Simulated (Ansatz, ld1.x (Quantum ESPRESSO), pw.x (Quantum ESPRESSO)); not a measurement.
**Au (Z = 79): one change to the TM potential, in the atom and in the diamond crystal**

ld1.x (Quantum ESPRESSO) 7.5 input, shortened:

```
&input
   title='Au', zed=79., rel=1, dft='PBE', iswitch=3,
   config='[Xe] 4f14 5d10 6s1 6p0'
 /
 &inputp
   pseudotype=2, tm=.true., lloc=1,
   nlcc=.true., rcore=1.20
 /
3
6S  1  0   1.00   0.00  2.55  2.55  0.0
5D  3  2  10.00   0.00  1.25  1.25  0.0
6P  2  1   0.00   0.00  3.70  3.70  0.0
 &test
   configts(1)='5d10 6s1 6p0'
 /
```

Change: wave 6p (bound): rc 3.70 bohr becomes 6p (bound): rc 2.50 bohr.

Cutoffs, loose and tight: the cutoffs (Ry, on a coarse ladder) from which the occupation-weighted sum of valence levels, in a spherical-Bessel basis at the reference potential, stays within 10 and 1 mRy of its value at 400 Ry. They do not see the model core or the augmentation charge, which bear on the density cutoff. Test errors are all-electron minus pseudo excitation energies from the reference, over the configurations 5d10 6s0 6p0; 5d9 6s0 6p0; 5d8 6s0 6p0; 5d10 6s0 6p1; 5d7 6s0 6p0; 5d9 6s2 6p0; 5d9 6s1 6p0; variants that change the core or the reference have their own tests.

Crystal test: diamond Au in pw.x 7.5, no spin, 8³ k-points, Fermi–Dirac smearing 0.01 Ry, cutoffs set for each file from its atomic test. The reference is all-electron LAPW (Ansatz 0.2.0) with the same functional, mesh and smearing; V0 and B0 come from Birch–Murnaghan fits to the pressures at five volumes. Errors are pseudo minus all-electron; Δ is the rms difference of the E(V) curves that follow from these fits, minima aligned, over ±6 % about the mean V0. Mesh and smearing are coarse, so the numbers serve the comparison and aren't converged zero-temperature values; the lattice is a test structure that the element need not adopt.

All-electron: a0 = 6.160 Å (V0 = 29.22 Å³/atom), B0 = 52.6 GPa.

Does the change bring the crystal closer to the all-electron result?

The mean pressure error goes from +2.92 to +6.67 GPa, so the change moves the solid further from the all-electron pressures. Neither pressure curve crosses zero within the volumes sampled, so no fits are given.

```csv
quantity,base,changed
outcome (atom),generated,generated
"cutoff, loose (atom)",60 Ry,60 Ry
"cutoff, tight (atom)",90 Ry,90 Ry
bound ghosts (atom),none,none
largest test error (meV) (atom),-725 over the solved tests; 2 of 7 tests not solved or not reliable,-1644
cutoffs in pw.x (Ry),110/440,110/440
mean pressure error (GPa),+2.92,+6.67
```

Base: The largest radius (3.70 bohr) exceeds half the bond length (2.52 bohr), so the spheres overlap, which is one possible source of error among others. This is a poor potential for the solid. Atomic configuration tests: 2 of 7 tests not solved or not reliable. Changed file: This is a poor potential for the solid. The atomic cutoffs weigh occupied waves only.
